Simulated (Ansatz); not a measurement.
Ge in Ansatz: the effect of functional

The system is Ge.

```
Ge
1.0
     4.02406    0.00000    0.00000
    -2.01203    3.48494    0.00000
     0.00000    0.00000    6.64308
Ge
4
Direct
  0.33333 0.66667 0.93710
  0.66667 0.33333 0.43710
  0.33333 0.66667 0.56290
  0.66667 0.33333 0.06290
```

This isn't the form of Ge at room conditions, which is diamond.

The cell isn't the ideal one: volume scaled by 1.02.

Alike in all runs:

```yaml
Program: Ansatz 0.2.0
Task: single point
Potentials_or_basis: Ansatz PAW
k_mesh: 8 × 8 × 4
Occupations: fermi-dirac, width 0.05 eV
Spin: no spin polarisation
```

| functional | cutoff | gap on the mesh (eV) | pressure (GPa) |
| --- | --- | --- | --- |
| LDA | 420 eV (not typed: the program's choice for these potentials) | 0.10 | -3.1 |
| PBEsol | 420 eV (not typed: the program's choice for these potentials) | 0.16 | -1.3 |
| r2SCAN | 500 eV (not typed: the program's choice for these potentials) | ? | ? |

Question: What does the run with functional r2SCAN give?

Answer: gap on the mesh 0.03 eV; pressure -1.4 GPa.

Caveats: the PAW data sets come from PBE, with cores solved anew for the run's functional, which leaves a small shift of forces and pressure.

A k mesh can miss the band edges.
